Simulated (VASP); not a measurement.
# BN (P6_3mc) in VASP: phonons with PBEsol+D3(BJ)

Aim: the phonons of BN with PBEsol+D3(BJ).

All numbers are computed with VASP 6.6.1; they aren't measurements. Logs are shortened: lines on timing, memory, paths and dates and some standing lists are left out, and cuts for length are marked.

**1. Starting point**

Symmetry: P6_3mc, No. 186, hexagonal system. Conventional cell: a = 2.554 Å, b = 2.554 Å, c = 4.227 Å, α = 90.00°, β = 90.00°, γ = 120.00°. Around N (site symmetry 3m) lie 4 B at 1.57 to 1.58 Å. B (site symmetry 3m) is surrounded by 4 N at 1.57 to 1.58 Å.

Measurements of this composition are mostly on another form, of space group No. 194.

**2. Phonons, PBEsol+D3(BJ)**

Input file INCAR:

```
SYSTEM = BN
PREC     = Accurate       ! precision mode
ENCUT    = 520            ! plane-wave cutoff, eV
EDIFF    = 1E-8           ! SCF threshold, eV
ISMEAR   = 0              ! smearing method
SIGMA    = 0.01           ! smearing width, eV
LREAL    = .FALSE.        ! projectors in reciprocal space
LASPH    = .TRUE.         ! aspherical terms in the spheres
NELM     = 80             ! most SCF steps
ALGO     = Normal         ! electronic algorithm
ISIF     = 2              ! what is computed and relaxed
LWAVE    = .FALSE.        ! write WAVECAR
LCHARG   = .FALSE.        ! write CHGCAR
GGA      = PS             ! functional
IVDW     = 12             ! dispersion correction
NBANDS   = 16             ! bands
IBRION   = 6              ! ionic algorithm
NFREE    = 2            
POTIM    = 0.015          ! step
NSW      = 1              ! ionic steps
```

Input file KPOINTS:

```
Automatic mesh
0
G
  10 10 5
  0 0 0
```

Input file POSCAR:

```
BN
1.0
    2.5539396000      0.0000000000      0.0000000000
   -1.2769698000      2.2117765733      0.0000000000
    0.0000000000      0.0000000000      4.2268550000
N B
2 2
Direct
    0.3333333333      0.6666666667      0.1252760000
    0.6666666667      0.3333333333      0.6252760000
    0.3333333333      0.6666666667      0.4997240000
    0.6666666667      0.3333333333      0.9997240000
```

Potentials or basis: VASP PAW PBE potentials, release 64 (N, B).

The run is started by

```sh
$ cat potpaw_PBE.64/N/POTCAR potpaw_PBE.64/B/POTCAR > POTCAR
$ mpirun -np 1 vasp_std > vasp.out
```

OUTCAR:

```text
SYSTEM = BN
   PREC = Accurate
   ENCUT = 520
   EDIFF = 1E-8
   ISMEAR = 0
   LREAL = .FALSE.
   LASPH = .TRUE.
   NELM = 80
   ISIF = 2
   GGA = PS
   IVDW = 12
   IBRION = 6
   NFREE = 2
   POTIM = 0.015
   NSW = 1
 IVDW          = 12

 ion  position               nearest neighbor table
   1  0.333  0.667  0.125-   4 1.57   4 1.57   4 1.57   3 1.58
   2  0.667  0.333  0.625-   3 1.57   3 1.57   3 1.57   4 1.58
   3  0.333  0.667  0.500-   2 1.57   2 1.57   2 1.57   1 1.58
   4  0.667  0.333  1.000-   1 1.57   1 1.57   1 1.57   2 1.58

  LATTYP: Found a hexagonal cell.
 ALAT       =     2.5539396000
 C/A-ratio  =     1.6550332670

  Lattice vectors:

 A1 = (   2.5539396000,   0.0000000000,   0.0000000000)
 A2 = (  -1.2769698000,   2.2117765733,   0.0000000000)
 A3 = (   0.0000000000,   0.0000000000,   4.2268550000)

Analysis of symmetry for initial positions (statically):
=====================================================================
 Subroutine PRICEL returns:
 Original cell was already a primitive cell.

 Routine SETGRP: Setting up the symmetry group for a
 hexagonal supercell.

 Subroutine GETGRP returns: Found 12 space group operations
 (whereof  6 operations were pure point group operations)
 out of a pool of 24 trial point group operations.

The static configuration has the point symmetry C_3v.
 The point group associated with its full space group is C_6v.

Analysis of symmetry for dynamics (positions and initial velocities):
=====================================================================
 Subroutine PRICEL returns:
 Original cell was already a primitive cell.

 Routine SETGRP: Setting up the symmetry group for a
 hexagonal supercell.

 Subroutine GETGRP returns: Found 12 space group operations
 (whereof  6 operations were pure point group operations)
 out of a pool of 24 trial point group operations.

The dynamic configuration has the point symmetry C_3v.
 The point group associated with its full space group is C_6v.

 Subroutine INISYM returns: Found 12 space group operations
 (whereof  6 operations are pure point group operations),
 and found     1 'primitive' translations

----------------------------------------------------------------------------------------

                                     Primitive cell

  volume of cell :      23.8764

  direct lattice vectors                    reciprocal lattice vectors
     2.553939600  0.000000000  0.000000000     0.391551938  0.226062617  0.000000000
    -1.276969800  2.211776573  0.000000000     0.000000000  0.452125234  0.000000000
     0.000000000  0.000000000  4.226855000     0.000000000  0.000000000  0.236582518

  length of vectors
     2.553939600  2.553939600  4.226855000     0.452125234  0.452125234  0.236582518

  position of ions in fractional coordinates (direct lattice)
     0.333333333  0.666666667  0.125276000
     0.666666667  0.333333333  0.625276000
     0.333333333  0.666666667  0.499724000
     0.666666667  0.333333333  0.999724000

  ion indices of the primitive-cell ions
   primitive index   ion index
                 1           1
                 2           2
                 3           3
                 4           4

----------------------------------------------------------------------------------------

 KPOINTS: Automatic mesh

Automatic generation of k-mesh.
 Grid dimensions read from file:
 generate k-points for:   10   10    5

 Generating k-lattice:

  Cartesian coordinates                     Fractional coordinates (reciprocal lattice)
     0.039155194  0.022606262  0.000000000     0.100000000 -0.000000000  0.000000000
     0.000000000  0.045212523  0.000000000     0.000000000  0.100000000  0.000000000
     0.000000000  0.000000000  0.047316504     0.000000000  0.000000000  0.200000000

  Length of vectors
[... 39 lines left out ...]
   total plane-waves  NPLWV =  12800
   dimension x,y,z NGX =    20 NGY =   20 NGZ =   32
   dimension x,y,z NGXF=    40 NGYF=   40 NGZF=   64
   ions per type =               2   2
   NGX,Y,Z   is equivalent  to a cutoff of  13.02, 13.02, 12.59 a.u.
   NGXF,Y,Z  is equivalent  to a cutoff of  26.04, 26.04, 25.17 a.u.
 SYSTEM =  BN
   PREC   = accura    normal or accurate (medium, high low for compatibility)
   ISTART =      0    job   : 0-new  1-cont  2-samecut
   ICHARG =      2    charge: 1-file 2-atom 10-const
   ISPIN  =      1    spin polarized calculation?
   LNONCOLLINEAR =      F non collinear calculations
   LSORBIT =      F    spin-orbit coupling
   LASPH  =      T    aspherical Exc in radial PAW
   ENCUT  =  520.0 eV  38.22 Ry    6.18 a.u.   4.75  4.75  7.86*2*pi/ulx,y,z
   NELM   =     80;   NELMIN=  2; NELMDL= -5     # of ELM steps
   EDIFF  = 0.1E-07   stopping-criterion for ELM
   LREAL  =      F    real-space projection
   EDIFFG = 0.1E-06   stopping-criterion for IOM
   NSW    =     85    number of steps for IOM
   IBRION =      6    ionic relax: 0-MD 1-quasi-New 2-CG
   NFREE  =      2    steps in history (QN), initial steepest desc. (CG)
   ISIF   =      2    stress and relaxation
   ISYM   =      2    0-nonsym 1-usesym 2-fastsym
   POTIM  = 0.0150    time-step for ionic-motion
   TEBEG  =    0.0;   TEEND  =   0.0 temperature during run
   PSTRESS=    0.0 pullay stress
   NELECT =      16.0000    total number of electrons
   NUPDOWN=      -1.0000    fix difference up-down
   EMIN   =  10.00;   EMAX   =-10.00  energy-range for DOS
   EFERMI =   0.00;   METHOD = LEGACY
   ISMEAR =     0;   SIGMA  =   0.01  broadening in eV -4-tet -1-fermi 0-gaus
   EFERMI_NEDOS =   21; number of points for ismear=-14 and -15
   IALGO  =     38    algorithm
   IMIX   =      4    mixing-type and parameters
     AMIX     =   0.40;   BMIX     =  1.00
     AMIX_MAG =   1.60;   BMIX_MAG =  1.00
  volume/ion in A,a.u.               =       5.97        40.28
  Fermi-wavevector in a.u.,A,eV,Ry     =   1.432600  2.707222 27.923836  2.052344
  Thomas-Fermi vector in A             =   2.552210
   LORBIT       =      0    0 simple, 1 ext, 2 COOP (PROOUT), +10 PAW based schemes
   GGA     = PS    functional components
   LHFCALC =     F    Hartree Fock is set to
   AEXX    =    0.0000 exact exchange contribution
   IVDW    =    12    specifies the selected vdW correction
   LEPSILON=     F    determine dielectric tensor
   LRPA    =     F    only Hartree local field effects (RPA)
 finite differences with symmetry
 non-spin polarized calculation
 Gauss-broadening in eV      SIGMA  =   0.01
  energy-cutoff  :      520.00
  volume of cell :       23.88
 maximum number of plane-waves:       660
 NGX is ok and might be reduce to    20
   NGX =  9   NGY =  9   NGZ = 15

--------------------------------------- Ionic step        1  -------------------------------------------

 number of electron      16.0000000 magnetization

 Free energy of the ion-electron system (eV)
  ---------------------------------------------------
  ext. energy  EPLUGINS =         0.00000000
  ---------------------------------------------------
  free energy    TOTEN  =       -36.62078241 eV

  energy without entropy =      -36.62078241  energy(sigma->0) =      -36.62078241

------------------------ aborting loop because EDIFF is reached ----------------------------------------

 Edisp (eV)   -0.56942

 E8    (eV) :    -0.2821
[... 327 lines left out ...]
--------------------------------------- Ionic step        9  -------------------------------------------

 number of electron      16.0000000 magnetization

 Free energy of the ion-electron system (eV)
  ---------------------------------------------------
  ext. energy  EPLUGINS =         0.00000000
  ---------------------------------------------------
  free energy    TOTEN  =       -36.61670836 eV

  energy without entropy =      -36.61670836  energy(sigma->0) =      -36.61670836

 E-fermi :   7.5599     XC(G=0): -12.9562

 val. band max:        7.4337673022   @ k =   0.0000   0.0000   0.0000
 cond. band min:      12.4780616959   @ k =   0.3000   0.3000   0.0000
 fundamental gap:      5.0442943937
 Fermi energy:         7.5599027821

 k-point     1 :       0.0000    0.0000    0.0000
  band No.  band energies     occupation
      1     -12.9196      2.00000
      2      -8.7689      2.00000
      3      -3.5439      2.00000
      4       5.2965      2.00000
      5       5.2965      2.00000
      6       7.0357      2.00000
[... 433 lines left out ...]
      3      -2.3355      2.00000
      4      -0.7561      2.00000
      5       1.2310      2.00000
      6       2.1678      2.00000
[... 8 lines left out ...]
     15      23.7392      0.00000
     16      24.3292      0.00000

 [... further k-points ...]

------------------------ aborting loop because EDIFF is reached ----------------------------------------

 Edisp (eV)   -0.56942

 E8    (eV) :    -0.2821
[... 27 lines left out ...]
  FREE ENERGIE OF THE ION-ELECTRON SYSTEM (eV)
  ---------------------------------------------------
  free  energy   TOTEN  =       -37.1861289416 eV

  energy  without entropy=      -37.1861289416  energy(sigma->0) =      -37.18612894

 INTERNAL STRAIN TENSORS FROM DISPLACED ATOMS
 ============================================

 INTERNAL STRAIN TENSOR FOR ION    1 for displacements in x,y,z  (eV/Angst):
          X           Y           Z          XY          YZ          ZX
  --------------------------------------------------------------------------------
  x     0.00000     0.00000     0.00000    -4.59596     0.00000    -2.61621
  y    -4.59596     4.59596     0.00000     0.00000    -2.61621     0.00000
  z    -1.30956    -1.30956     0.33066     0.00000     0.00000     0.00000

 INTERNAL STRAIN TENSOR FOR ION    4 for displacements in x,y,z  (eV/Angst):
          X           Y           Z          XY          YZ          ZX
  --------------------------------------------------------------------------------
  x     0.00000     0.00000     0.00000     2.37254     0.00000     2.61811
  y     2.37254    -2.37254     0.00000     0.00000     2.61811     0.00000
  z     1.30518     1.30518    -0.33233    -0.00000     0.00000     0.00000

 Eigenvectors and eigenvalues of the dynamical matrix
 ----------------------------------------------------

   1 f  =   33.176279 THz   208.452710 2PiTHz 1106.641553 cm-1   137.206004 meV
             X         Y         Z           dx          dy          dz
     -0.000000  1.474518  0.529523     0.000000   -0.000000   -0.338625
      1.276970  0.737259  2.642951     0.000000   -0.000000    0.338625
     -0.000000  1.474518  2.112261    -0.000000    0.000000   -0.620752
      1.276970  0.737259  4.225688    -0.000000    0.000000    0.620752
[... 71 lines left out ...]
  12 f/i=    0.000838 THz     0.005267 2PiTHz    0.027960 cm-1     0.003467 meV
             X         Y         Z           dx          dy          dz
     -0.000000  1.474518  0.529523     0.437318    0.301465    0.000001
      1.276970  0.737259  2.642951     0.437318    0.301465    0.000001
     -0.000000  1.474518  2.112261     0.384304    0.264919    0.000001
      1.276970  0.737259  4.225688     0.384304    0.264919    0.000001

 ELASTIC MODULI CONTR FROM IONIC RELAXATION (kBar)
 Direction    XX          YY          ZZ          XY          YZ          ZX
 --------------------------------------------------------------------------------
 XX        -123.5449    103.4869      2.5429      0.0000      0.0000     -0.0000
 YY         103.4869   -123.5449      2.5429     -0.0000      0.0000      0.0000
 ZZ           2.5429      2.5429     -0.6448      0.0000      0.0000     -0.0000
 XY           0.0000     -0.0000      0.0000   -113.5159     -0.0000      0.0000
 YZ           0.0000     -0.0000      0.0000     -0.0000    -37.6607     -0.0000
 ZX          -0.0000      0.0000     -0.0000      0.0000     -0.0000    -37.6607
 --------------------------------------------------------------------------------
```

Wall time 3.4 min (1 thread of Intel Xeon Platinum 8488C (Sapphire Rapids), shared host); peak memory 0.26 GiB.

What came out:

```
Highest phonon frequency at Γ, LO-TO splitting left out : 1107 cm⁻¹
Dispersion energy per atom                              : -0.142 eV
```

Phonon frequencies in cm⁻¹ (negative: imaginary):
```csv
q point,frequencies
"(0.000, 0.000, 0.000)",0 0 0 467 467 945 945 950 1010 1043 1043 1107
```

Caveat: the atoms weren't relaxed first, which shifts response properties.
